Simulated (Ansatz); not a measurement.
# Ni: one cell, many SCF starts

Wanted: the lowest electronic state of Ni in this cell. One SCF may end in a higher state, so several starts are tried. Ni is taken in the measured crystal structure (space group Fm-3m, primitive cell doubled), 2 atoms in the cell. Source: COD entry 2102302.

Computed with Ansatz 0.2.0 (DFT PBE, PAW, plane waves, scalar-relativistic, unless a step's input says otherwise).

## (1) The system as given

The structure is cubic, space group Fm-3m (No. 225). Conventional cell: a = 3.536 Å, b = 3.536 Å, c = 3.536 Å, α = 90.00°, β = 90.00°, γ = 90.00°. Ni (site symmetry m-3m) has 12 Ni at 2.50 Å as nearest neighbours.

Coordinates:

```xyz
2
Lattice="0.0000 1.7677 1.7677 3.5355 0.0000 3.5355 1.7677 1.7677 0.0000" Properties=species:S:1:pos:R:3 pbc="T T T"
Ni    0.0000    0.0000    0.0000
Ni    1.7677    0.0000    1.7677
```

Atoms are counted from 1 in the order of input.yaml (Ni2 and so on).

The first starts: parallel moments, plain SCF; opposed moments +-, plain SCF; no spin polarisation; spin on, no moments given (the program may seed its own), plain SCF. What is tried next depends on their ends.

A plain SCF has the search for lower states switched off and ends at the first converged state. Ends within 0.2 meV/atom and 0.1 μB count as one state.

The total moment includes the space between the atomic spheres.

## (2) Parallel moments, plain SCF

input.yaml reads:

```yaml
crystal:
  lattice:
    - [0.0, 1.76775, 1.76775]
    - [3.5355, 0.0, 3.5355]
    - [1.76775, 1.76775, 0.0]
  atoms:
    - { symbol: Ni, position: [0.0, 0.0, 0.0], spin: 2.0 }
    - { symbol: Ni, position: [0.0, 0.5, 0.0], spin: 2.0 }
magnetization:
  spin_polarized: true
hamiltonian:
  xc: pbe
  pseudopotentials: { kind: paw }
basis:
  ecutwfc: 420
kpoints:
  mp_grid: { grid: [12, 6, 12] }
scf:
  occupations: { method: gaussian, width: 0.1 }
  lower_state_search: "off"
output:
  forces: true
  stress: true
```

What it wrote (excerpt; [...] marks lines left out):

```text
[...]
Pseudopotentials: kind: paw
Pseudopotential: Ni, paw, valence charge 18, recommended cutoff 420 eV (normal), Ni.paw.azcp
Functional definition: PBE
[...]
Crystal: 2 atoms, lattice volume = 22.096 Å³
Basis set: ecut = 420 eV, 409 PW (Γ), exchange–correlation on 36×72×36 points (8 copies of the dense FFT grid, shifted against one another)
Bands: 24, of which v1, the nominal top of the filled ones, is band 18 counted from 1 (17 counted from 0)
Symmetry: 24 space group operations
Space group: Fm-3m (ITA 225), of the structure as read, at distance tolerance 2.8e-5 Å
Magnetic group: BNS 225.116 (UNI 1618), of the structure as read, at distance tolerance 2.8e-5 Å
k-points: 98 of 864
[...]
Starting moments: Σ|m| = 4 μB on 2 of 2 sites
[...]
SCF iter   1: F=—  HF=-11678.894095 eV  |F-HF|=—  |Δ(HF+E_count)|=         —  Δρ=1.23e-1 (↑1.12e-1 ↓1.23e-1)  dr2=1.88e-2  dr2_m=2.79e0  M=1.921 μB ∫|m|=2.120 μB  β_m=0.30  ethr=5.24e-5  ⟨swp⟩=1.1  Hψ=23314  notcnv=0
[...]
spin-set hold released at iteration 1 (the charge has settled, or the pull on large starting moments outlasts its swing): the magnetisation degrees of freedom join the quasi-Newton model from the next iteration; the mixer history was flushed
[...]
SCF iter  11: F=-11679.447819 eV  HF=-11679.447819 eV  |F-HF|=3.09e-11  |Δ(HF+E_count)|=   2.06e-9  Δρ=1.35e-6 (↑1.35e-6 ↓1.24e-6)  dr2=9.65e-12  dr2_m=3.31e-10  M=1.394 μB ∫|m|=1.590 μB  ethr=1.00e-12  ⟨swp⟩=1.0  Hψ=12285  notcnv=0
[...]
SCF converged after 11 iterations
Magnetization: 1.3944 μB (18.6972 up, 17.3028 down)
Absolute magnetization: 1.5921 μB (∫|ρ↑−ρ↓|, with the PAW one-centre terms)
Spin contamination: 0.0165 ħ² per cell (⟨S²⟩ above its minimum at these occupations)
Per-site moments (μB) at R_I (Å): [(0.7390351139574715, 1.0312401102650786), (0.7390351139574715, 1.0312401102650786)]
Free energy (F): -11679.447819 eV
[...]
E sigma→0 (E₀):  -11679.439778 eV
Entropy (-TS):   -0.016082 eV (-8.041 meV/atom)
Fermi energy:    17.842675 eV
[...]
--- Forces (eV/Å), atoms counted from 1 ---
  atom   1  Ni     0.00000000    -0.00000000     0.00000000
  atom   2  Ni     0.00000000    -0.00000000     0.00000000
[...]
--- Stress (GPa, compression-positive) ---
       -2.364029      -0.000003       0.000003
       -0.000003      -2.364029      -0.000003
        0.000003      -0.000003      -2.364029
  P = ⅓ Tr σ = -2.3640 GPa (-23.640 kbar)
```

Wall time 4.7 s (2 threads of an Arm CPU, shared host); peak memory 0.33 GiB.

Result: ferromagnetic, site moments Ni1 0.74, Ni2 0.74 μB, total 1.39 μB per cell, no gap on the k-mesh.

## (3) Opposed moments +-, plain SCF

Edit input.yaml of step 2 so:

```diff
@@ -7,3 +7,3 @@
     - { symbol: Ni, position: [0.0, 0.0, 0.0], spin: 2.0 }
-    - { symbol: Ni, position: [0.0, 0.5, 0.0], spin: 2.0 }
+    - { symbol: Ni, position: [0.0, 0.5, 0.0], spin: -2.0 }
 magnetization:
```

What it wrote (excerpt; [...] marks lines left out):

```text
[... 11 lines as in an earlier run ...]
Symmetry: 12 space group operations
Space group: R-3m (ITA 166), of the structure as read, at distance tolerance 2.8e-5 Å
Magnetic group: BNS 166.102 (UNI 1332), of the structure as read, at distance tolerance 2.8e-5 Å
[... 5 lines as in an earlier run ...]
Starting moments: Σ|m| = 4 μB on 2 of 2 sites
Starting magnetic order: antiferromagnet; a translation exchanges its spin sublattices: spin-degenerate at every k-point
[... 2 lines as in an earlier run ...]
spin-down is spin-up translated by (0, 0.5, 0): one eigenproblem is solved per k-point and the antiferromagnetic symmetry of the starting moments is kept exactly by this SCF (crystal.symmetry.spin_inversion_symmetry: false solves both channels; [...]
SCF converged after 12 iterations
Magnetization: 0.0000 μB (18.0000 up, 18.0000 down)
Absolute magnetization: 0.5905 μB (∫|ρ↑−ρ↓|, with the PAW one-centre terms)
Spin contamination: 0.2145 ħ² per cell (⟨S²⟩ above its minimum at these occupations)
Per-site moments (μB) at R_I (Å): [(0.2874188668995251, 1.0312401102650786), (-0.2874188668995251, 1.0312401102650786)]
Free energy (F): -11679.351020 eV
[...]
E sigma→0 (E₀):  -11679.336958 eV
Entropy (-TS):   -0.028126 eV (-14.063 meV/atom)
Fermi energy:    17.655910 eV
[...]
--- Forces (eV/Å), atoms counted from 1 ---
  atom   1  Ni    -0.00000000     0.00000000    -0.00000000
  atom   2  Ni     0.00000000     0.00000000     0.00000000
[...]
--- Stress (GPa, compression-positive) ---
       -3.678944      -0.206379       0.206379
       -0.206379      -3.678944      -0.206379
        0.206379      -0.206379      -3.678944
  P = ⅓ Tr σ = -3.6789 GPa (-36.789 kbar)
```

Run time: 2.5 s. Hardware: 2 threads of an Arm CPU, shared host; peak memory 0.32 GiB.

Result: antiferromagnetic (magnetic neighbours of Ni1 with a moment over 0.3 of its own that point the other way: 6 of 12 at 2.50 Å, 6 of 6 at 3.54 Å), site moments Ni1 0.29, Ni2 -0.29 μB, total 0.00 μB per cell, no gap on the k-mesh. It lies 48.4 meV/atom above the lowest state so far (step 2).

## (4) No spin polarisation

Edit input.yaml of step 3 so:

```diff
@@ -6,6 +6,4 @@
   atoms:
-    - { symbol: Ni, position: [0.0, 0.0, 0.0], spin: 2.0 }
-    - { symbol: Ni, position: [0.0, 0.5, 0.0], spin: -2.0 }
-magnetization:
-  spin_polarized: true
+    - { symbol: Ni, position: [0.0, 0.0, 0.0] }
+    - { symbol: Ni, position: [0.0, 0.5, 0.0] }
 hamiltonian:
```

What it wrote (excerpt; [...] marks lines left out):

```text
[... 10 lines as in an earlier run ...]
Bands: 22, of which v1, the nominal top of the filled ones, is band 18 counted from 1 (17 counted from 0)
[... 6 lines as in an earlier run ...]
[...]
[... 2 lines as in an earlier run ...]
SCF iter   1: F=—  HF=-11679.345481 eV  |F-HF|=—  |Δ(HF+E_count)|=         —  Δρ=3.82e-3  dr2=5.38e-4  ethr=1.77e-3  ⟨swp⟩=4.5  Hψ=7854  notcnv=0
[...]
SCF iter   6: F=-11679.345658 eV  HF=-11679.345658 eV  |F-HF|=1.23e-9  |Δ(HF+E_count)|=   2.09e-9  Δρ=5.49e-6  dr2=1.25e-9  ethr=2.68e-11  ⟨swp⟩=2.2  Hψ=7115  notcnv=0
[...]
SCF converged after 6 iterations
Free energy (F): -11679.345658 eV
[...]
E sigma→0 (E₀):  -11679.327163 eV
Entropy (-TS):   -0.036989 eV (-18.495 meV/atom)
Fermi energy:    17.632429 eV
[...]
--- Forces (eV/Å), atoms counted from 1 ---
  atom   1  Ni     0.00000000     0.00000000     0.00000000
  atom   2  Ni     0.00000000     0.00000000     0.00000000
[...]
--- Stress (GPa, compression-positive) ---
       -4.076868       0.000127      -0.000127
        0.000127      -4.076868       0.000127
       -0.000127       0.000127      -4.076868
  P = ⅓ Tr σ = -4.0769 GPa (-40.769 kbar)
```

It took 1.2 s on 2 threads of an Arm CPU, shared host; peak memory 0.3 GiB.

Result: non-magnetic (no spin polarisation), no gap on the k-mesh. It lies 51.1 meV/atom above the lowest state so far (step 2).

## (5) Spin on, no moments given (the program may seed its own), plain SCF

Edit input.yaml of step 4 so:

```diff
@@ -21 +21,3 @@
   stress: true
+magnetization:
+  spin_polarized: true
```

What it wrote (excerpt; [...] marks lines left out):

```text
band count auto-derived: 24 (N_el = 36.0; filled up to band 18; 22 by the electrons, moments and atoms)
[... 20 lines as in an earlier run ...]
[...]
SCF iter   1: F=—  HF=-11678.122744 eV  |F-HF|=—  |Δ(HF+E_count)|=         —  Δρ=1.76e-1 (↑1.76e-1 ↓1.75e-1)  dr2=1.26e-2  dr2_m=6.22e0  M=2.507 μB ∫|m|=2.507 μB  ethr=4.24e-4  ⟨swp⟩=1.3  Hψ=11766  notcnv=0
[...]
SCF iter  10: F=-11679.447819 eV  HF=-11679.447819 eV  |F-HF|=4.31e-10  |Δ(HF+E_count)|=   2.70e-8  Δρ=2.89e-6 (↑6.91e-7 ↓2.89e-6)  dr2=6.58e-10  dr2_m=3.95e-10  M=1.394 μB ∫|m|=1.590 μB  ethr=2.78e-10  ⟨swp⟩=3.7  Hψ=13806  notcnv=0
[...]
SCF converged after 10 iterations
Magnetization: 1.3944 μB (18.6972 up, 17.3028 down)
Absolute magnetization: 1.5921 μB (∫|ρ↑−ρ↓|, with the PAW one-centre terms)
Spin contamination: 0.0165 ħ² per cell (⟨S²⟩ above its minimum at these occupations)
Per-site moments (μB) at R_I (Å): [(0.7390349529886072, 1.0312401102650786), (0.7390349529886072, 1.0312401102650786)]
Free energy (F): -11679.447819 eV
[...]
E sigma→0 (E₀):  -11679.439778 eV
Entropy (-TS):   -0.016082 eV (-8.041 meV/atom)
Fermi energy:    17.842690 eV
[... 24 lines left out: energy terms, forces, stress ...]
```

Wall time 3.6 s (2 threads of an Arm CPU, shared host); peak memory 0.32 GiB.

This is the state of step 2 again (ferromagnetic), after 10 iterations.

## (6) Parallel moments scaled by 0.1, plain SCF

Edit input.yaml of step 5 so:

```diff
@@ -6,4 +6,6 @@
   atoms:
-    - { symbol: Ni, position: [0.0, 0.0, 0.0] }
-    - { symbol: Ni, position: [0.0, 0.5, 0.0] }
+    - { symbol: Ni, position: [0.0, 0.0, 0.0], spin: 0.2 }
+    - { symbol: Ni, position: [0.0, 0.5, 0.0], spin: 0.2 }
+magnetization:
+  spin_polarized: true
 hamiltonian:
@@ -21,3 +23 @@
   stress: true
-magnetization:
-  spin_polarized: true
```

What it wrote (excerpt; [...] marks lines left out):

```text
[... 10 lines as in an earlier run ...]
Bands: 23, of which v1, the nominal top of the filled ones, is band 18 counted from 1 (17 counted from 0)
[... 8 lines as in an earlier run ...]
Starting moments: Σ|m| = 0.4 μB on 2 of 2 sites
[... 2 lines as in an earlier run ...]
[...]
SCF iter   1: F=—  HF=-11679.372248 eV  |F-HF|=—  |Δ(HF+E_count)|=         —  Δρ=4.25e-2 (↑4.25e-2 ↓1.49e-2)  dr2=1.53e-1  dr2_m=1.21e-1  M=0.630 μB ∫|m|=0.648 μB  β_m=1.00  ethr=4.26e-4  ⟨swp⟩=1.0  Hψ=22362  notcnv=0
[...]
spin-set hold released at iteration 6 (site moments contracting): the magnetisation degrees of freedom join the quasi-Newton model from the next iteration; the mixer history was flushed
[...]
SCF iter  16: F=-11679.447819 eV  HF=-11679.447819 eV  |F-HF|=5.91e-10  |Δ(HF+E_count)|=   3.34e-8  Δρ=6.83e-6 (↑5.11e-6 ↓6.83e-6)  dr2=3.52e-10  dr2_m=7.15e-9  M=1.394 μB ∫|m|=1.590 μB  ethr=6.37e-11  ⟨swp⟩=3.3  Hψ=12310  notcnv=0
[...]
SCF converged after 16 iterations
Magnetization: 1.3944 μB (18.6972 up, 17.3028 down)
Absolute magnetization: 1.5921 μB (∫|ρ↑−ρ↓|, with the PAW one-centre terms)
Spin contamination: 0.0165 ħ² per cell (⟨S²⟩ above its minimum at these occupations)
Per-site moments (μB) at R_I (Å): [(0.7390227782475008, 1.0312401102650786), (0.7390227782475008, 1.0312401102650786)]
Free energy (F): -11679.447819 eV
[...]
E sigma→0 (E₀):  -11679.439778 eV
Entropy (-TS):   -0.016083 eV (-8.041 meV/atom)
Fermi energy:    17.842671 eV
[... 24 lines left out: energy terms, forces, stress ...]
```

It took 5.3 s on 2 threads of an Arm CPU, shared host; peak memory 0.32 GiB.

Nothing new: the 16 iterations lead to the state found in step 2 (ferromagnetic).

## (7) Moments ++ scaled by 0.5, plain SCF

Edit input.yaml of step 6 so:

```diff
@@ -6,4 +6,4 @@
   atoms:
-    - { symbol: Ni, position: [0.0, 0.0, 0.0], spin: 0.2 }
-    - { symbol: Ni, position: [0.0, 0.5, 0.0], spin: 0.2 }
+    - { symbol: Ni, position: [0.0, 0.0, 0.0], spin: 1.0 }
+    - { symbol: Ni, position: [0.0, 0.5, 0.0], spin: 1.0 }
 magnetization:
```

What it wrote (excerpt; [...] marks lines left out):

```text
[... 19 lines as in an earlier run ...]
Starting moments: Σ|m| = 2 μB on 2 of 2 sites
[... 2 lines as in an earlier run ...]
[...]
SCF iter   1: F=—  HF=-11679.383592 eV  |F-HF|=—  |Δ(HF+E_count)|=         —  Δρ=3.38e-2 (↑1.38e-2 ↓3.38e-2)  dr2=1.00e-1  dr2_m=7.49e-2  M=1.437 μB ∫|m|=1.525 μB  β_m=0.30  ethr=2.79e-4  ⟨swp⟩=1.0  Hψ=22379  notcnv=0
[...]
spin-set hold released at iteration 6 (site moments contracting): the magnetisation degrees of freedom join the quasi-Newton model from the next iteration; the mixer history was flushed
[...]
SCF iter  12: F=-11679.447819 eV  HF=-11679.447819 eV  |F-HF|=3.44e-9  |Δ(HF+E_count)|=   9.45e-8  Δρ=5.95e-6 (↑5.79e-7 ↓5.95e-6)  dr2=4.20e-9  dr2_m=1.83e-9  M=1.394 μB ∫|m|=1.590 μB  ethr=2.78e-10  ⟨swp⟩=3.0  Hψ=16796  notcnv=0
[...]
SCF converged after 12 iterations
Magnetization: 1.3944 μB (18.6972 up, 17.3028 down)
Absolute magnetization: 1.5921 μB (∫|ρ↑−ρ↓|, with the PAW one-centre terms)
Spin contamination: 0.0165 ħ² per cell (⟨S²⟩ above its minimum at these occupations)
Per-site moments (μB) at R_I (Å): [(0.7390316845073718, 1.0312401102650786), (0.7390316845073718, 1.0312401102650786)]
Free energy (F): -11679.447819 eV
[...]
E sigma→0 (E₀):  -11679.439779 eV
Entropy (-TS):   -0.016081 eV (-8.041 meV/atom)
Fermi energy:    17.842713 eV
[... 24 lines left out: energy terms, forces, stress ...]
```

It took 4.2 s on 2 threads of an Arm CPU, shared host; peak memory 0.31 GiB.

Nothing new: the 12 iterations lead to the state found in step 2 (ferromagnetic).

## (8) A moment on one site alone, plain SCF

Edit input.yaml of step 7 so:

```diff
@@ -6,4 +6,4 @@
   atoms:
-    - { symbol: Ni, position: [0.0, 0.0, 0.0], spin: 1.0 }
-    - { symbol: Ni, position: [0.0, 0.5, 0.0], spin: 1.0 }
+    - { symbol: Ni, position: [0.0, 0.0, 0.0] }
+    - { symbol: Ni, position: [0.0, 0.5, 0.0], spin: 2.0 }
 magnetization:
```

What it wrote (excerpt; [...] marks lines left out):

```text
[... 13 lines as in an earlier run ...]
Magnetic group: BNS 166.97 (UNI 1327), of the structure as read, at distance tolerance 2.8e-5 Å
[... 5 lines as in an earlier run ...]
Starting moments: Σ|m| = 2 μB on 1 of 2 sites
[... 2 lines as in an earlier run ...]
SCF iter   1: F=—  HF=-11679.255093 eV  |F-HF|=—  |Δ(HF+E_count)|=         —  Δρ=1.10e-1 (↑1.10e-1 ↓3.73e-2)  dr2=3.29e0  dr2_m=5.98e-1  M=1.439 μB ∫|m|=1.551 μB  β_m=0.30  ethr=3.10e-3  ⟨swp⟩=4.6  Hψ=16308  notcnv=0
[...]
spin-set hold released at iteration 5 (the charge has settled, or the pull on large starting moments outlasts its swing): the magnetisation degrees of freedom join the quasi-Newton model from the next iteration; the mixer history was flushed
[...]
SCF iter  21: F=-11679.447819 eV  HF=-11679.447819 eV  |F-HF|=1.74e-8  |Δ(HF+E_count)|=   2.41e-7  Δρ=1.17e-5 (↑4.63e-6 ↓1.17e-5)  dr2=2.34e-8  dr2_m=6.38e-9  M=1.394 μB ∫|m|=1.590 μB  ethr=2.78e-10  ⟨swp⟩=3.2  Hψ=17139  notcnv=0
[...]
SCF converged after 21 iterations
Magnetization: 1.3944 μB (18.6972 up, 17.3028 down)
Absolute magnetization: 1.5922 μB (∫|ρ↑−ρ↓|, with the PAW one-centre terms)
Spin contamination: 0.0165 ħ² per cell (⟨S²⟩ above its minimum at these occupations)
Per-site moments (μB) at R_I (Å): [(0.7390331972802553, 1.0312401102650786), (0.7390534734016999, 1.0312401102650786)]
Free energy (F): -11679.447819 eV
[...]
E sigma→0 (E₀):  -11679.439779 eV
Entropy (-TS):   -0.016080 eV (-8.040 meV/atom)
Fermi energy:    17.842746 eV
[... 24 lines left out: energy terms, forces, stress ...]
```

Run time: 5.7 s. Hardware: 2 threads of an Arm CPU, shared host; peak memory 0.34 GiB.

This is the state of step 2 again (ferromagnetic), after 21 iterations.

## (9) The runs side by side

| step | iterations | state | moments of Ni1 Ni2 (μB) | total (μB) | gap (eV) | pressure (GPa) | above lowest (meV/atom) |
| --- | --- | --- | --- | --- | --- | --- | --- |
| 2 | 11 | 1 | 0.74 0.74 | 1.39 | none | -2.4 | 0.0 |
| 3 | 12 | 2 | 0.29 -0.29 | 0.00 | none | -3.7 | 48.4 |
| 4 | 6 | 3 | 0.00 0.00 | 0.00 | none | -4.1 | 51.1 |
| 5 | 10 | 1 | 0.74 0.74 | 1.39 | none | -2.4 | 0.0 |
| 6 | 16 | 1 | 0.74 0.74 | 1.39 | none | -2.4 | 0.0 |
| 7 | 12 | 1 | 0.74 0.74 | 1.39 | none | -2.4 | 0.0 |
| 8 | 21 | 1 | 0.74 0.74 | 1.39 | none | -2.4 | 0.0 |

States are numbered from the lowest. Starts by step: 2 parallel moments, plain SCF; 3 opposed moments +-, plain SCF; 4 no spin polarisation; 5 spin on, no moments given (the program may seed its own), plain SCF; 6 parallel moments scaled by 0.1, plain SCF; 7 moments ++ scaled by 0.5, plain SCF; 8 a moment on one site alone, plain SCF.

The 7 runs of this session took 27 s in all, from 1.2 s to 5.7 s each.

Decimal logarithm of the largest residual (eV) by iteration, counted through all cycles of a run:

| iteration | step 2 | step 3 | step 4 | step 5 | step 6 | step 7 | step 8 |
| --- | --- | --- | --- | --- | --- | --- | --- |
| 1 | 0.4 | 0.5 | -3.3 | 0.8 | -0.8 | -1.0 | 0.5 |
| 2 | 0.3 | 0.3 | -3.9 | -0.4 | -1.3 | -1.4 | 1.1 |
| 3 | -0.2 | -0.8 | -6.1 | -0.7 | -1.6 | -1.7 | 0.1 |
| 4 | -1.2 | -0.5 | -7.4 | -0.8 | -2.1 | -2.0 | 0.1 |
| 5 | -1.8 | -2.2 | -8.0 | -2.6 | -2.4 | -2.3 | -0.1 |
| 6 | -4.3 | -2.8 | -8.9 | -3.6 | -2.5 | -2.6 | 0.5 |
| 8 | -6.0 | -4.0 | - | -6.2 | -1.6 | -2.9 | -0.5 |
| 10 | -7.9 | -5.9 | - | -9.2 | -2.4 | -5.3 | -1.4 |
| 12 | - | -8.9 | - | - | -4.4 | -8.4 | -1.7 |
| 14 | - | - | - | - | -5.5 | - | -1.9 |
| 16 | - | - | - | - | -8.1 | - | -3.0 |
| 17 | - | - | - | - | - | - | -4.5 |
| 19 | - | - | - | - | - | - | -5.3 |
| 21 | - | - | - | - | - | - | -7.6 |

## (10) What came out

```
                      quantity                                                      value
               distinct states                                    3 from 7 converged runs
lowest state from plain starts                                              ferromagnetic
                   its moments                                      Ni1 0.74, Ni2 0.74 μB
                  total moment                                           1.39 μB per cell
             gap on the k-mesh                                                       none
                      pressure                                                   -2.4 GPa
                 largest force                                                 0.000 eV/Å
                    next state                    antiferromagnetic, 48.4 meV/atom higher
                 highest state  non-magnetic (no spin polarisation), 51.1 meV/atom higher
```

7 runs converged, to 3 different states. Switching spin polarisation off costs 51.1 meV/atom in free energy, smearing entropy included. The best antiferromagnetic state lies 48.4 meV/atom above the best ferromagnetic one. The search isn't exhaustive: larger magnetic cells and non-collinear orders weren't tried.
